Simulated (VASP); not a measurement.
# TlBr (Pm-3m) in VASP: a series of runs

Runs on TlBr. Level: PBEsol. Tasks: single point.

All numbers are computed with VASP 6.6.1; they aren't measurements. Logs are shortened: lines on timing, memory, paths and dates and some standing lists are left out, and cuts for length are marked.

**1. The crystal as given**

It takes space group Pm-3m (No. 221, cubic). The conventional cell has a = 3.915 Å, b = 3.915 Å, c = 3.915 Å, α = 90.00°, β = 90.00°, γ = 90.00°. Tl (site symmetry m-3m) has 8 Br at 3.39 Å as nearest neighbours. Br (site symmetry m-3m) has 8 Tl at 3.39 Å as nearest neighbours.

**2. Single point, PBEsol**

INCAR

```
ALGO = Fast ; EDIFF = 1E-6
ENCUT = 520 ; GGA = PS
ISIF = 2 ; ISMEAR = 0
LASPH = True ; LCHARG = False
LREAL = False ; LWAVE = False
NBANDS = 17 ; NELM = 100
PREC = Accurate ; SIGMA = 0.01
```

KPOINTS

```
k-points
0
Gamma
  6 6 6
```

POSCAR

```
TlBr
1.0
    3.9145326198      0.0000000000      0.0000000000
    0.0000000000      3.9145326198      0.0000000000
    0.0000000000      0.0000000000      3.9145326198
Tl Br
1 1
Direct
    0.0000000000      0.0000000000      0.0000000000
    0.5000000000      0.5000000000      0.5000000000
```

Potentials or basis: VASP PAW PBE potentials, release 64 (Tl_d, Br).

On the command line:

```bash
> cat potpaw_PBE.64/Tl_d/POTCAR potpaw_PBE.64/Br/POTCAR > POTCAR
> mpirun -np 1 vasp_std > vasp.out
```

OUTCAR:

```text
EDIFF = 1E-6
   ENCUT = 520
   GGA = PS
   ISIF = 2
   ISMEAR = 0
   LASPH = True
   LREAL = False
   NELM = 100
   PREC = Accurate

 ion  position               nearest neighbor table
   1  0.000  0.000  0.000-   2 3.39   2 3.39   2 3.39   2 3.39   2 3.39   2 3.39   2 3.39   2 3.39

   2  0.500  0.500  0.500-   1 3.39   1 3.39   1 3.39   1 3.39   1 3.39   1 3.39   1 3.39   1 3.39

  LATTYP: Found a simple cubic cell.
 ALAT       =     3.9145326198

  Lattice vectors:

 A1 = (   3.9145326198,   0.0000000000,   0.0000000000)
 A2 = (   0.0000000000,   3.9145326198,   0.0000000000)
 A3 = (   0.0000000000,   0.0000000000,   3.9145326198)

Analysis of symmetry for initial positions (statically):
=====================================================================
 Subroutine PRICEL returns:
 Original cell was already a primitive cell.

 Routine SETGRP: Setting up the symmetry group for a
 simple cubic supercell.

 Subroutine GETGRP returns: Found 48 space group operations
 (whereof 48 operations were pure point group operations)
 out of a pool of 48 trial point group operations.

The static configuration has the point symmetry O_h .

Analysis of symmetry for dynamics (positions and initial velocities):
=====================================================================
 Subroutine PRICEL returns:
 Original cell was already a primitive cell.

 Routine SETGRP: Setting up the symmetry group for a
 simple cubic supercell.

 Subroutine GETGRP returns: Found 48 space group operations
 (whereof 48 operations were pure point group operations)
 out of a pool of 48 trial point group operations.

The dynamic configuration has the point symmetry O_h .

 Subroutine INISYM returns: Found 48 space group operations
 (whereof 48 operations are pure point group operations),
 and found     1 'primitive' translations

----------------------------------------------------------------------------------------

                                     Primitive cell

  volume of cell :      59.9846

  direct lattice vectors                    reciprocal lattice vectors
     3.914532620  0.000000000  0.000000000     0.255458339  0.000000000  0.000000000
     0.000000000  3.914532620  0.000000000     0.000000000  0.255458339  0.000000000
     0.000000000  0.000000000  3.914532620     0.000000000  0.000000000  0.255458339

  length of vectors
[... 76 lines left out ...]
   NELM   =    100;   NELMIN=  2; NELMDL= -5     # of ELM steps
   EDIFF  = 0.1E-05   stopping-criterion for ELM
   LREAL  =      F    real-space projection
   EDIFFG = 0.1E-04   stopping-criterion for IOM
   NSW    =      0    number of steps for IOM
   IBRION =     -1    ionic relax: 0-MD 1-quasi-New 2-CG
   NFREE  =      0    steps in history (QN), initial steepest desc. (CG)
   ISIF   =      2    stress and relaxation
   ISYM   =      2    0-nonsym 1-usesym 2-fastsym
   POTIM  = 0.5000    time-step for ionic-motion
   TEBEG  =    0.0;   TEEND  =   0.0 temperature during run
   PSTRESS=    0.0 pullay stress
   NELECT =      20.0000    total number of electrons
   NUPDOWN=      -1.0000    fix difference up-down
   EMIN   =  10.00;   EMAX   =-10.00  energy-range for DOS
   EFERMI =   0.00;   METHOD = LEGACY
   ISMEAR =     0;   SIGMA  =   0.01  broadening in eV -4-tet -1-fermi 0-gaus
   EFERMI_NEDOS =   21; number of points for ismear=-14 and -15
   IALGO  =     68    algorithm
   IMIX   =      4    mixing-type and parameters
     AMIX     =   0.40;   BMIX     =  1.00
     AMIX_MAG =   1.60;   BMIX_MAG =  1.00
  volume/ion in A,a.u.               =      29.99       202.40
  Fermi-wavevector in a.u.,A,eV,Ry     =   1.135198  2.145213 17.533478  1.288674
  Thomas-Fermi vector in A             =   2.271902
   LORBIT       =      0    0 simple, 1 ext, 2 COOP (PROOUT), +10 PAW based schemes
   GGA     = PS    functional components
   LHFCALC =     F    Hartree Fock is set to
   AEXX    =    0.0000 exact exchange contribution
   IVDW    =     0    specifies the selected vdW correction
   LEPSILON=     F    determine dielectric tensor
   LRPA    =     F    only Hartree local field effects (RPA)
 non-spin polarized calculation
 RMM-DIIS sequential band-by-band and
 Gauss-broadening in eV      SIGMA  =   0.01
  energy-cutoff  :      520.00
  volume of cell :       59.98
 maximum number of plane-waves:      1640
 NGX is ok and might be reduce to    30
   NGX = 15   NGY = 15   NGZ = 15

 number of electron      19.9999996 magnetization

 Free energy of the ion-electron system (eV)
  ---------------------------------------------------
  ext. energy  EPLUGINS =         0.00000000
  ---------------------------------------------------
  free energy    TOTEN  =        -6.03073333 eV

  energy without entropy =       -6.03073333  energy(sigma->0) =       -6.03073333

 E-fermi :   2.8473     XC(G=0):  -9.4205

 val. band max:        2.8061183991   @ k =   0.5000   0.0000   0.0000
 cond. band min:       4.3973480209   @ k =   0.5000   0.0000   0.0000
 fundamental gap:      1.5912296218
 Fermi energy:         2.8472606275

 k-point     1 :       0.0000    0.0000    0.0000
  band No.  band energies     occupation
      1     -11.2624      2.00000
      2      -7.3719      2.00000
      3      -7.3719      2.00000
      4      -7.1646      2.00000
      5      -7.1646      2.00000
      6      -7.1646      2.00000
[... 377 lines left out ...]
      4      -7.3345      2.00000
      5      -7.0951      2.00000
      6      -7.0951      2.00000
[... 9 lines left out ...]
     16      15.7590      0.00000
     17      19.6178      0.00000

------------------------ aborting loop because EDIFF is reached ----------------------------------------

  FORCE on cell =-STRESS in cart. coord.  units (eV):
  Direction    XX          YY          ZZ          XY          YZ          ZX
  --------------------------------------------------------------------------------------
  -------------------------------------------------------------------------------------
  Total       -0.0067611     -0.0067611     -0.0067611      0.0000000      0.0000000     -0.0000000
  in kB       -0.1805872     -0.1805872     -0.1805872      0.0000000      0.0000000     -0.0000000
  external PRESSURE =      -0.1805872 kB  Pullay stress =       0.0000000 kB

 VOLUME and BASIS-vectors are now :
 -----------------------------------------------------------------------------
  energy-cutoff  :      520.00
  volume of cell :       59.98
      direct lattice vectors                 reciprocal lattice vectors
     3.914532620  0.000000000  0.000000000     0.255458339  0.000000000  0.000000000
     0.000000000  3.914532620  0.000000000     0.000000000  0.255458339  0.000000000
     0.000000000  0.000000000  3.914532620     0.000000000  0.000000000  0.255458339

 POSITION                                       TOTAL-FORCE (eV/Angst)
 -----------------------------------------------------------------------------------
      0.00000      0.00000      0.00000         0.000000      0.000000      0.000000
      1.95727      1.95727      1.95727         0.000000      0.000000      0.000000
 -----------------------------------------------------------------------------------
    total drift:                                0.000000     -0.000000     -0.000000

  FREE ENERGIE OF THE ION-ELECTRON SYSTEM (eV)
  ---------------------------------------------------
  free  energy   TOTEN  =        -6.0307333337 eV

  energy  without entropy=       -6.0307333337  energy(sigma->0) =       -6.03073333
```

OSZICAR:

```text
N       E                     dE             d eps       ncg     rms          rms(c)
DAV:   1     0.902448808236E+02    0.90245E+02   -0.97266E+03   712   0.102E+03
DAV:   2    -0.330352392005E+01   -0.93548E+02   -0.90389E+02   833   0.218E+02
DAV:   3    -0.622637268233E+01   -0.29228E+01   -0.29150E+01   773   0.336E+01
DAV:   4    -0.624044427691E+01   -0.14072E-01   -0.14071E-01   883   0.278E+00
DAV:   5    -0.624058217219E+01   -0.13790E-03   -0.13789E-03   797   0.261E-01    0.317E+00
RMM:   6    -0.605149517306E+01    0.18909E+00   -0.16905E-01   691   0.175E+00    0.185E+00
RMM:   7    -0.603222025882E+01    0.19275E-01   -0.55710E-02   709   0.911E-01    0.885E-01
RMM:   8    -0.603143319557E+01    0.78706E-03   -0.10068E-02   737   0.655E-01    0.190E-01
RMM:   9    -0.603070249225E+01    0.73070E-03   -0.11457E-03   769   0.190E-01    0.748E-02
RMM:  10    -0.603073108704E+01   -0.28595E-04   -0.11091E-04   792   0.612E-02    0.207E-02
RMM:  11    -0.603073265661E+01   -0.15696E-05   -0.26891E-05   769   0.271E-02    0.451E-03
RMM:  12    -0.603073333372E+01   -0.67711E-06   -0.40130E-06   665   0.118E-02
   1 F= -.60307333E+01 E0= -.60307333E+01  d E =-.349031E-11
```

It took 9.3 s on 1 thread of Intel Xeon 6975P-C (Granite Rapids), shared host; peak memory 0.17 GiB.

What came out:

```
Free energy            : -6.0307 eV
Pressure               : 0.0 GPa
Band gap on the k mesh : 1.59 eV, direct
```

Levels at points of the mesh, in eV from the valence-band top:
```
           k point  band 6  band 7  band 8  band 9  band 10  band 11  band 12  band 13  band 14  band 15
(0.00, 0.00, 0.00)   -9.97   -4.85   -1.55   -1.55    -1.55     6.72     6.72     7.33     7.33     7.33
(0.50, 0.00, 0.00)   -9.96   -5.92   -0.97   -0.97     0.00     1.59     5.66     5.66     7.67    10.29
(0.50, 0.50, 0.00)   -9.90   -3.91   -3.34   -3.34    -0.89     4.84     4.84     7.48     7.50    10.39
(0.50, 0.50, 0.50)   -9.90   -2.78   -2.20   -2.20    -2.20     1.81     1.81     1.81    12.95    12.95
```

Caveat: the PAW data sets were made with another functional, which shifts forces and pressure a little; spin-orbit coupling is left out, which as a rule narrows the gap of such compounds by several tenths of an eV. A k mesh can miss the band edges.

**3. Single point, PBEsol**

INCAR

```
SYSTEM = TlBr
ALGO = Fast ; EDIFF = 1E-6
ENCUT = 520 ; GGA = PS
ISIF = 2 ; ISMEAR = 0
LASPH = .True. ; LCHARG = .False.
LREAL = .False. ; LWAVE = .False.
NBANDS = 17 ; NELM = 100
PREC = Accurate ; SIGMA = 0.01
```

KPOINTS

```
k-points
0
Gamma
  6 6 6
  0 0 0
```

POSCAR is that of step 2.

Potentials or basis: VASP PAW PBE potentials, release 64 (Tl_d, Br).

On the command line:

```bash
> cat potpaw_PBE.64/Tl_d/POTCAR potpaw_PBE.64/Br/POTCAR > POTCAR
> mpirun -np 1 vasp_std > vasp.out
```

Wall time 8.4 s (1 thread of Intel Xeon 6975P-C (Granite Rapids), shared host); peak memory 0.17 GiB.

The run converged. Its results:

| Quantity | Value |
| --- | --- |
| Free energy | -6.0307 eV |
| Pressure | 0.0 GPa |
| Band gap on the k mesh | 1.59 eV, direct |

Levels at points of the mesh, in eV from the valence-band top:
| k point | band 8 | band 9 | band 10 | band 11 | band 12 | band 13 |
| --- | --- | --- | --- | --- | --- | --- |
| (0.00, 0.00, 0.00) | -1.55 | -1.55 | -1.55 | 6.72 | 6.72 | 7.33 |
| (0.50, 0.00, 0.00) | -0.97 | -0.97 | 0.00 | 1.59 | 5.66 | 5.66 |
| (0.50, 0.50, 0.00) | -3.34 | -3.34 | -0.89 | 4.84 | 4.84 | 7.48 |
| (0.50, 0.50, 0.50) | -2.20 | -2.20 | -2.20 | 1.81 | 1.81 | 1.81 |

Caveat: the PAW data sets were made with another functional, which shifts forces and pressure a little; spin-orbit coupling is left out, which as a rule narrows the gap of such compounds by several tenths of an eV.
